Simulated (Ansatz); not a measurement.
# Al7As8: the cost of one run

Program: Ansatz 0.2.0. Level of theory: DFT PBE, scalar-relativistic, plane waves, PAW. These are calculated values, not measurements.

4 further runs of the same task are left out: 4 set aside as unsound or not needed.

### 1 The system as given

Symmetry: F-43m, No. 216, cubic system. The conventional cell has a = 5.728 Å, b = 5.728 Å, c = 5.728 Å, α = 90.00°, β = 90.00°, γ = 90.00°. Around Al (site symmetry -43m) lie 4 As at 2.48 Å. As (site symmetry -43m) is surrounded by 4 Al at 2.48 Å.

Coordinates:

```cif
data_structure
_symmetry_space_group_name_H-M 'F-43m'
_symmetry_Int_Tables_number 216
_cell_length_a 5.7279
_cell_length_b 5.7279
_cell_length_c 5.7279
_cell_angle_alpha 90.000
_cell_angle_beta 90.000
_cell_angle_gamma 90.000
_cell_volume 187.93
loop_
_atom_site_label
_atom_site_type_symbol
_atom_site_symmetry_multiplicity
_atom_site_Wyckoff_symbol
_atom_site_fract_x
_atom_site_fract_y
_atom_site_fract_z
_atom_site_occupancy
Al1 Al 4 a 0.00000 0.00000 0.00000 1
As1 As 4 c 0.25000 0.25000 0.25000 1
```

It goes back to an entry of the Materials Project.

This cell was relaxed beforehand with the same method: volume 23.49 Å³/atom, gap on the mesh 1.50 eV.

The host's static dielectric tensor, from an earlier linear-response run, has a mean of 11.56.

The perfect supercell (rows 0 -2 2; 0 0 2; -2 0 2 in vectors of this cell) was computed beforehand with the same settings: E(σ→0) = -43156.0175 eV for 16 atoms, gap 1.48 eV on its own mesh.

### 2 Making the defect

The atom at (0.000, 0.000, 0.500) of the supercell is taken out. The other atoms start on their ideal sites. Its neighbours are 4 As at 2.48 Å.

### 3 Relaxing the defect, charge 0

input.yaml

```yaml
crystal:
  lattice:
    - [0.0, 5.727912321, -5.727912321]
    - [5.727912321, 5.727912321, 0.0]
    - [5.727912321, 0.0, -5.727912321]
  atoms:
    - { symbol: Al, position: [0.0, 0.5, 0.5] }
    - { symbol: Al, position: [0.5, 0.0, 0.5] }
    - { symbol: Al, position: [0.5, 0.5, 0.5] }
    - { symbol: Al, position: [0.0, 0.0, 1.0] }
    - { symbol: Al, position: [0.0, 0.5, 1.0] }
    - { symbol: Al, position: [0.5, 0.0, 1.0] }
    - { symbol: Al, position: [0.5, 0.5, 1.0] }
    - { symbol: As, position: [0.125, 0.125, 0.125], spin: 0.25 }
    - { symbol: As, position: [0.125, 0.625, 0.125] }
    - { symbol: As, position: [0.625, 0.125, 0.125] }
    - { symbol: As, position: [0.625, 0.625, 0.125] }
    - { symbol: As, position: [0.125, 0.125, 0.625], spin: 0.25 }
    - { symbol: As, position: [0.125, 0.625, 0.625], spin: 0.25 }
    - { symbol: As, position: [0.625, 0.125, 0.625], spin: 0.25 }
    - { symbol: As, position: [0.625, 0.625, 0.625] }
  host:
    lattice:
      - [0.0, 2.8639561605, 2.8639561605]
      - [2.8639561605, 0.0, 2.8639561605]
      - [2.8639561605, 2.8639561605, 0.0]
    atoms:
      - { symbol: Al, position: [0.0, 0.0, 0.0] }
      - { symbol: As, position: [0.75, 0.75, 0.75] }
basis:
  ecutwfc: 420
  xc_grid: 2
kpoints:
  mp_grid: { grid: [2, 2, 2], shift: [0.0, 0.0, 0.0] }
hamiltonian:
  xc: pbe
scf:
  occupations: { method: gaussian, width: 0.01 }
output:
  forces: true
  stress: false
  eigenvalues: true
  populations: true
  charged_corrections:
    defect_position: [0.0, 0.0, 0.5]
    epsilon: [[11.5641, 0.0, 0.0], [0.0, 11.5641, 0.0], [0.0, 0.0, 11.5641]]
  write_density: true
  write_potential: true
  elf: true
  volumetric_format: npy
magnetization:
  spin_polarized: true
relax:
  adjacent_minimum: "off"
  f_tol: 0.025
  max_steps: 45
```

Launch:

```sh
$ ansatz run input.yaml --threads 4 --pin off --max-ram 8192MiB --backend cpu --events-out ev --progress --plain --runs-dir out
```

**Question.** How long does this run take on 4 threads of AMD EPYC 9R14 (Zen 4), shared host, and how much memory does it need?

About 6.3 s, with a peak of 1 GiB.
